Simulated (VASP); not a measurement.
A run of VASP 6.6.1:

POSCAR

```
CrCuO2
1.0
    1.4658970415      0.8463360515      5.6880327483
   -1.4658970415      0.8463360515      5.6880327483
   -0.0000000000     -1.6926721030      5.6880327483
  Cr              Cu              O
     1     1     2
Direct
     0.5000000000000000    0.5000000000000000    0.5000000000000000
     0.0000000000000000    0.0000000000000000    0.0000000000000000
     0.1075251004464139    0.1075251004464139    0.1075251004464139
     0.8924748995535862    0.8924748995535862    0.8924748995535862
```

File INCAR.step1:

```
SYSTEM = CrCuO2
ALGO = Normal
EDIFF = 1E-8
EDIFFG = -0.002
ENCUT = 600
GGA = PE
IBRION = 2
ISIF = 2
ISMEAR = -1
ISPIN = 2
KPAR = 8
LASPH = .TRUE.
LCHARG = .FALSE.
LMAXMIX = 4
LORBIT = 11
LREAL = .FALSE.
LWAVE = .FALSE.
MAGMOM = 3 0 0 0
NELM = 150
NSW = 40
PREC = Accurate
SIGMA = 0.05
```

Contents of INCAR.step2:

```
SYSTEM = CrCuO2
ALGO = Normal
EDIFF = 1E-8
ENCUT = 600
GGA = PE
IBRION = 6
ISIF = 2
ISMEAR = -1
ISPIN = 2
KPAR = 8
LASPH = .TRUE.
LCHARG = .FALSE.
LMAXMIX = 4
LORBIT = 11
LREAL = .FALSE.
LWAVE = .FALSE.
MAGMOM = 3 0 0 0
NELM = 150
NFREE = 2
NSW = 1
POTIM = 0.015
PREC = Accurate
SIGMA = 0.05
```

KPOINTS

```
k-points
0
G
  8 8 8
  0 0 0
```

Potentials or basis: VASP PAW PBE potentials, release 64 (Cr_pv, Cu, O).

Command:

```bash
$ cat potpaw_PBE.64/Cr_pv/POTCAR potpaw_PBE.64/Cu/POTCAR potpaw_PBE.64/O/POTCAR > POTCAR
$ cp INCAR.step1 INCAR
$ mpirun -np 8 vasp_std > vasp.out
$ cp CONTCAR POSCAR
$ cp INCAR.step2 INCAR
$ mpirun -np 8 vasp_std > vasp.out
```

Hardware: 8 MPI ranks on Intel(R) Xeon(R) Platinum 8559C (Emerald Rapids), on a shared host.

Q: How long does it take, and how much memory?

A: It took 22 min on 8 MPI ranks on Intel(R) Xeon(R) Platinum 8559C (Emerald Rapids) (shared host), peak memory 0.98 GiB a rank. Counts: scf iterations 154, k points 65, ion steps 2.
